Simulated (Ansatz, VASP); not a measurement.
One calculation of Ni, two programs

File INCAR:

```
SYSTEM = Ni
PREC     = Accurate       ! precision mode
ENCUT    = 520            ! plane-wave cutoff, eV
EDIFF    = 1E-7           ! SCF threshold, eV
ISMEAR   = -1             ! smearing method
SIGMA    = 0.1            ! smearing width, eV
LREAL    = .False.        ! projectors in reciprocal space
LASPH    = .True.         ! aspherical terms in the spheres
NELM     = 150            ! most SCF steps
ALGO     = Normal         ! electronic algorithm
ISIF     = 2              ! what is computed and relaxed
LWAVE    = .False.        ! write WAVECAR
LCHARG   = .False.        ! write CHGCAR
ISPIN    = 2              ! spin polarisation
MAGMOM   = 2              ! initial moments
LORBIT   = 11             ! projections on sites
LMAXMIX  = 4              ! l up to which the mixer works
LDAU     = .True.         ! DFT+U
LDAUTYPE = 2            
LDAUL    = 2              ! shell
LDAUU    = 3.8            ! U, eV
LDAUJ    = 0            
LDAUPRINT= 1            
GGA      = PE             ! functional
NBANDS   = 15             ! bands
```

File KPOINTS:

```
regular mesh
0
Gamma
  13 13 13
  0 0 0
```

The input POSCAR:

```
Ni
1.0
    0.0000000000      1.7691000000      1.7691000000
    1.7691000000      0.0000000000      1.7691000000
    1.7691000000      1.7691000000      0.0000000000
Ni
1
Direct
    0.0000000000      0.0000000000      0.0000000000
```

Input for Ansatz:

```yaml
crystal:
  lattice:
    - [0.0, 1.7691, 1.7691]
    - [1.7691, 0.0, 1.7691]
    - [1.7691, 1.7691, 0.0]
  atoms:
    - { symbol: Ni, position: [0.0, 0.0, 0.0], spin: 2.0 }
magnetization:
  spin_polarized: true
hamiltonian:
  xc: pbe
  pseudopotentials: { kind: paw }
  hubbard: { sites: [{ species: Ni, l: d, u_eff: 3.8 }] }
basis:
  ecutwfc: 420
kpoints:
  mp_grid: { grid: [13, 13, 13] }
scf:
  occupations: { method: fermi_dirac, width: 0.1 }
  lower_state_search: "off"
output:
  forces: true
  stress: true
  write_density: true
  write_potential: true
  elf: true
  volumetric_format: npy
```

Alike in both runs: task single point; functional PBE; k mesh 13 × 13 × 13; occupations fermi-dirac, width 0.1 eV; collinear spin; Hubbard terms Ni d U = 3.8 eV.

|  | VASP | Ansatz |
| --- | --- | --- |
| version | VASP 6.6.1 | Ansatz 0.2.0 |
| potentials or method | VASP PAW PBE potentials, release 64 (Ni) | PAW, plane waves, scalar-relativistic |
| plane-wave cutoff (eV) | 520 | 420 |
| valence electrons in the cell | 10 | 18 |

```tsv
	VASP	Ansatz	Ansatz less VASP
pressure (GPa)	-7.8	-1.7	+6.15
net moment per atom (μB)	0.76	0.66	-0.096
size of the moment on the site where the two differ most (μB)	0.79	0.72	-0.073
```

Site moments also hang on the region over which each program counts them. The programs project onto different local orbitals, so the same U acts differently. The two sets of potentials don't hold the same shells in valence. Ansatz warned: «filled_band_counts_differ_across_k_points».

Caveats: the U is typed as a test and isn't derived for this compound. The state reached can hang on the start; a lower one may exist.
